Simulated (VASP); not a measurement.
# Si2W (I4/mmm) in VASP: further runs

One crystal, Si2W, is run at these levels: PBEsol; tasks: single point.

All numbers are computed with VASP 6.6.1; they aren't measurements. Logs are shortened: lines on timing, memory, paths and dates and some standing lists are left out, and cuts for length are marked.

## (1) The crystal as given

The structure is tetragonal, space group I4/mmm (No. 139). The conventional cell has a = 3.205 Å, b = 3.205 Å, c = 7.819 Å, α = 90.00°, β = 90.00°, γ = 90.00°. Si (site symmetry 4mm) is surrounded by 5 Si at 2.59 to 2.62 Å and 5 W at 2.61 to 2.62 Å. W (site symmetry 4/mmm) has 10 Si at 2.61 to 2.62 Å as nearest neighbours.

The cell is a database's computed one.

## (2) Single point, PBEsol

Contents of INCAR:

```
ALGO = Normal
EDIFF = 1E-6
ENCUT = 700
GGA = PS
ISIF = 2
ISMEAR = 0
LASPH = T
LCHARG = F
LREAL = F
LWAVE = F
NBANDS = 18
NELM = 60
PREC = Accurate
SIGMA = 0.1
```

Contents of KPOINTS:

```
k-points
0
Gamma
  18 18 18
```

Contents of POSCAR:

```
Si2W
1.0
   -1.6022600000      1.6022600000      3.9092900000
    1.6022600000     -1.6022600000      3.9092900000
    1.6022600000      1.6022600000     -3.9092900000
Si W
2 1
Direct
    0.3345200000      0.3345200000      0.0000000000
    0.6654800000      0.6654800000      0.0000000000
    1.0000000000      1.0000000000      1.0000000000
```

Potentials or basis: VASP PAW PBE potentials, release 64 (Si, W_sv).

The run is started by

```console
$ cat potpaw_PBE.64/Si/POTCAR potpaw_PBE.64/W_sv/POTCAR > POTCAR
$ mpirun -np 1 vasp_std > vasp.out
```

OUTCAR:

```text
EDIFF = 1E-6
   ENCUT = 700
   GGA = PS
   ISIF = 2
   ISMEAR = 0
   LASPH = T
   LREAL = F
   NELM = 60
   PREC = Accurate

 ion  position               nearest neighbor table
   1  0.335  0.335  0.000-   2 2.59   3 2.61   3 2.61   3 2.61   3 2.61   3 2.62   2 2.62   2 2.62
                             2 2.62   2 2.62
   2  0.665  0.665  0.000-   1 2.59   3 2.61   3 2.61   3 2.61   3 2.61   3 2.62   1 2.62   1 2.62
                             1 2.62   1 2.62
   3  0.000  0.000  0.000-   2 2.61   2 2.61   2 2.61   1 2.61   2 2.61   1 2.61   1 2.61   1 2.61
                             1 2.62   2 2.62

  LATTYP: Found a body centered tetragonal cell.
 ALAT       =     3.2045200000
 C/A-ratio  =     2.4398599478

  Lattice vectors:

 A1 = (  -1.6022600000,   1.6022600000,   3.9092900000)
 A2 = (   1.6022600000,  -1.6022600000,   3.9092900000)
 A3 = (   1.6022600000,   1.6022600000,  -3.9092900000)

Analysis of symmetry for initial positions (statically):
=====================================================================
 Subroutine PRICEL returns:
 Original cell was already a primitive cell.

 Routine SETGRP: Setting up the symmetry group for a
 body centered tetragonal supercell.

 Subroutine GETGRP returns: Found 16 space group operations
 (whereof 16 operations were pure point group operations)
 out of a pool of 16 trial point group operations.

The static configuration has the point symmetry D_4h.

Analysis of symmetry for dynamics (positions and initial velocities):
=====================================================================
 Subroutine PRICEL returns:
 Original cell was already a primitive cell.

 Routine SETGRP: Setting up the symmetry group for a
 body centered tetragonal supercell.

 Subroutine GETGRP returns: Found 16 space group operations
 (whereof 16 operations were pure point group operations)
 out of a pool of 16 trial point group operations.

The dynamic configuration has the point symmetry D_4h.

 Subroutine INISYM returns: Found 16 space group operations
 (whereof 16 operations are pure point group operations),
 and found     1 'primitive' translations

----------------------------------------------------------------------------------------

                                     Primitive cell

  volume of cell :      40.1443

  direct lattice vectors                    reciprocal lattice vectors
    -1.602260000  1.602260000  3.909290000     0.000000000  0.312059216  0.127900463
     1.602260000 -1.602260000  3.909290000     0.312059216  0.000000000  0.127900463
     1.602260000  1.602260000 -3.909290000     0.312059216  0.312059216  0.000000000

  length of vectors
     4.518519948  4.518519948  4.518519948     0.337252847  0.337252847  0.441318376

  position of ions in fractional coordinates (direct lattice)
     0.334520000  0.334520000  0.000000000
     0.665480000  0.665480000  0.000000000
     0.000000000  0.000000000  0.000000000

  ion indices of the primitive-cell ions
   primitive index   ion index
                 1           1
                 2           2
                 3           3

----------------------------------------------------------------------------------------

 KPOINTS: k-points

Automatic generation of k-mesh.
 Grid dimensions read from file:
 generate k-points for:   18   18   18

 Generating k-lattice:

  Cartesian coordinates                     Fractional coordinates (reciprocal lattice)
     0.000000000  0.017336623  0.007105581     0.055555556  0.000000000 -0.000000000
     0.017336623  0.000000000  0.007105581     0.000000000  0.055555556 -0.000000000
     0.017336623  0.017336623  0.000000000     0.000000000  0.000000000  0.055555556

  Length of vectors
     0.018736269  0.018736269  0.024517688

  Shift w.r.t. Gamma in fractional coordinates (k-lattice)
     0.000000000  0.000000000  0.000000000

 Subroutine IBZKPT returns following result:
 ===========================================

 Found    480 irreducible k-points:

 Following reciprocal coordinates:
            Coordinates               Weight
  0.000000  0.000000  0.000000      1.000000
  0.055556 -0.000000  0.000000      8.000000
  0.111111 -0.000000  0.000000      8.000000
  0.166667  0.000000  0.000000      8.000000
  0.222222 -0.000000  0.000000      8.000000
  0.277778 -0.000000  0.000000      8.000000
[... 16 lines left out ...]
 -0.277778  0.055556 -0.000000     16.000000
 -0.222222  0.055556 -0.000000     16.000000
 [... further k-points ...]
   k-points           NKPTS =    480   k-points in BZ     NKDIM =    480   number of bands    NBANDS=     18
   number of dos      NEDOS =    301   number of ions     NIONS =      3
   total plane-waves  NPLWV =  64000
   dimension x,y,z NGX =    40 NGY =   40 NGZ =   40
   dimension x,y,z NGXF=    80 NGYF=   80 NGZF=   80
   ions per type =               2   1
   NGX,Y,Z   is equivalent  to a cutoff of  14.72, 14.72, 14.72 a.u.
   NGXF,Y,Z  is equivalent  to a cutoff of  29.43, 29.43, 29.43 a.u.
 SYSTEM =  unknown system
   PREC   = accura    normal or accurate (medium, high low for compatibility)
   ISTART =      0    job   : 0-new  1-cont  2-samecut
   ICHARG =      2    charge: 1-file 2-atom 10-const
   ISPIN  =      1    spin polarized calculation?
   LNONCOLLINEAR =      F non collinear calculations
   LSORBIT =      F    spin-orbit coupling
   LASPH  =      T    aspherical Exc in radial PAW
   ENCUT  =  700.0 eV  51.45 Ry    7.17 a.u.   9.75  9.75  9.75*2*pi/ulx,y,z
   NELM   =     60;   NELMIN=  2; NELMDL= -5     # of ELM steps
   EDIFF  = 0.1E-05   stopping-criterion for ELM
   LREAL  =      F    real-space projection
   EDIFFG = 0.1E-04   stopping-criterion for IOM
   NSW    =      0    number of steps for IOM
   IBRION =     -1    ionic relax: 0-MD 1-quasi-New 2-CG
   NFREE  =      0    steps in history (QN), initial steepest desc. (CG)
   ISIF   =      2    stress and relaxation
   ISYM   =      2    0-nonsym 1-usesym 2-fastsym
   POTIM  = 0.5000    time-step for ionic-motion
   TEBEG  =    0.0;   TEEND  =   0.0 temperature during run
   PSTRESS=    0.0 pullay stress
   NELECT =      22.0000    total number of electrons
   NUPDOWN=      -1.0000    fix difference up-down
   EMIN   =  10.00;   EMAX   =-10.00  energy-range for DOS
   EFERMI =   0.00;   METHOD = LEGACY
   ISMEAR =     0;   SIGMA  =   0.10  broadening in eV -4-tet -1-fermi 0-gaus
   EFERMI_NEDOS =   21; number of points for ismear=-14 and -15
   IALGO  =     38    algorithm
   IMIX   =      4    mixing-type and parameters
     AMIX     =   0.40;   BMIX     =  1.00
     AMIX_MAG =   1.60;   BMIX_MAG =  1.00
  volume/ion in A,a.u.               =      13.38        90.30
  Fermi-wavevector in a.u.,A,eV,Ry     =   1.339701  2.531667 24.419707  1.794798
  Thomas-Fermi vector in A             =   2.468072
   LORBIT       =      0    0 simple, 1 ext, 2 COOP (PROOUT), +10 PAW based schemes
   GGA     = PS    functional components
   LHFCALC =     F    Hartree Fock is set to
   AEXX    =    0.0000 exact exchange contribution
   IVDW    =     0    specifies the selected vdW correction
   LEPSILON=     F    determine dielectric tensor
   LRPA    =     F    only Hartree local field effects (RPA)
 non-spin polarized calculation
 Gauss-broadening in eV      SIGMA  =   0.10
  energy-cutoff  :      700.00
  volume of cell :       40.14
 maximum number of plane-waves:      1705
   NGX = 19   NGY = 19   NGZ = 19

 number of electron      22.0000000 magnetization

 Free energy of the ion-electron system (eV)
  ---------------------------------------------------
  ext. energy  EPLUGINS =         0.00000000
  ---------------------------------------------------
  free energy    TOTEN  =       -26.64092986 eV

  energy without entropy =      -26.64004099  energy(sigma->0) =      -26.64048542

 E-fermi :  11.9643     XC(G=0): -12.6407

 val. band max:       11.9386262171   @ k =  -0.3889   0.5000   0.3333
 cond. band min:      12.0156318285   @ k =  -0.3889  -0.4444   0.3333
 fundamental gap:      0.0770056114
 Fermi energy:        11.9642810984

 k-point     1 :       0.0000    0.0000    0.0000
  band No.  band energies     occupation
      1     -61.8246      2.00000
      2     -26.0984      2.00000
      3     -26.0699      2.00000
      4     -26.0699      2.00000
      5      -2.1684      2.00000
      6       5.0556      2.00000
[... 10 lines left out ...]
     17      17.7045      0.00000
     18      17.7045      0.00000

 k-point     2 :       0.0556   -0.0000    0.0000
  band No.  band energies     occupation
      1     -61.8244      2.00000
      2     -26.0979      2.00000
      3     -26.0768      2.00000
      4     -26.0692      2.00000
      5      -2.1088      2.00000
      6       5.0624      2.00000
[... 10 lines left out ...]
     17      17.7084      0.00000
     18      17.9313      0.00000

 k-point     3 :       0.1111   -0.0000    0.0000
  band No.  band energies     occupation
      1     -61.8237      2.00000
      2     -26.0971      2.00000
      3     -26.0961      2.00000
      4     -26.0674      2.00000
      5      -1.9312      2.00000
      6       5.0732      2.00000
[... 10 lines left out ...]
     17      17.7650      0.00000
     18      18.4827      0.00000

 k-point     4 :       0.1667    0.0000    0.0000
  band No.  band energies     occupation
      1     -61.8226      2.00000
      2     -26.1273      2.00000
      3     -26.0941      2.00000
      4     -26.0646      2.00000
      5      -1.6398      2.00000
      6       5.0533      2.00000
[... 375 lines left out ...]
      4     -26.0608      2.00000
      5      -0.1983      2.00000
      6       4.2402      2.00000
[... 10 lines left out ...]
     17      19.3282      0.00000
     18      20.2610      0.00000

 k-point    23 :      -0.2778    0.0556   -0.0000
  band No.  band energies     occupation
      1     -61.8197      2.00000
      2     -26.2027      2.00000
      3     -26.0869      2.00000
      4     -26.0643      2.00000
      5      -0.7701      2.00000
      6       4.8246      2.00000
[... 10 lines left out ...]
     17      19.0430      0.00000
     18      20.0917      0.00000

 k-point    24 :      -0.2222    0.0556   -0.0000
  band No.  band energies     occupation
      1     -61.8211      2.00000
      2     -26.1636      2.00000
      3     -26.0900      2.00000
      4     -26.0680      2.00000
      5      -1.2521      2.00000
      6       5.2008      2.00000
[... 10 lines left out ...]
     17      18.3352      0.00000
     18      20.2082      0.00000

 [... further k-points ...]
[... 5 lines left out ...]
  --------------------------------------------------------------------------------------
  -------------------------------------------------------------------------------------
  Total       -0.0051806     -0.0051806     -0.0051613      0.0000000      0.0000000     -0.0000000
  in kB       -0.2067602     -0.2067602     -0.2059908      0.0000000      0.0000000     -0.0000000
  external PRESSURE =      -0.2065037 kB  Pullay stress =       0.0000000 kB

 VOLUME and BASIS-vectors are now :
 -----------------------------------------------------------------------------
  energy-cutoff  :      700.00
  volume of cell :       40.14
      direct lattice vectors                 reciprocal lattice vectors
    -1.602260000  1.602260000  3.909290000     0.000000000  0.312059216  0.127900463
     1.602260000 -1.602260000  3.909290000     0.312059216  0.000000000  0.127900463
     1.602260000  1.602260000 -3.909290000     0.312059216  0.312059216  0.000000000

 POSITION                                       TOTAL-FORCE (eV/Angst)
 -----------------------------------------------------------------------------------
      0.00000      0.00000      2.61547        -0.000000     -0.000000     -0.000733
      0.00000      0.00000      5.20311         0.000000      0.000000      0.000733
      0.00000      0.00000      0.00000        -0.000000     -0.000000     -0.000000
 -----------------------------------------------------------------------------------
    total drift:                               -0.000000     -0.000000      0.000000

  FREE ENERGIE OF THE ION-ELECTRON SYSTEM (eV)
  ---------------------------------------------------
  free  energy   TOTEN  =       -26.6409298566 eV

  energy  without entropy=      -26.6400409860  energy(sigma->0) =      -26.64048542
```

It took 4.1 min on 1 thread of Intel Xeon 6975P-C (Granite Rapids), shared host; peak memory 0.64 GiB.

Results:

```yaml
Free_energy: -26.6409 eV
Pressure: 0.0 GPa
Band_gap_on_the_k_mesh: none (metal or under the smearing width)
```

Levels at points of the mesh, in eV from the Fermi level:
```tsv
k point	band 7	band 8	band 9	band 10	band 11	band 12	band 13	band 14	band 15	band 16
(0.00, 0.00, 0.00)	-3.73	-3.39	-2.86	-2.86	0.63	2.81	2.88	3.13	3.13	4.64
(0.50, 0.00, 0.00)	-5.79	-4.87	-2.81	-2.81	-0.45	2.72	2.82	3.96	4.47	5.12
(0.50, 0.50, 0.00)	-6.04	-5.47	-5.05	-3.30	-1.75	2.83	2.99	3.15	3.91	4.32
(0.50, 0.50, 0.50)	-3.91	-2.62	-0.82	-0.82	-0.51	-0.51	0.80	4.53	4.97	6.12
```

Caveat: the PAW data sets were made with another functional, which shifts forces and pressure a little. The run has no spin-orbit coupling, so splittings on W are missing.

(Continued in part 2 of 2.)
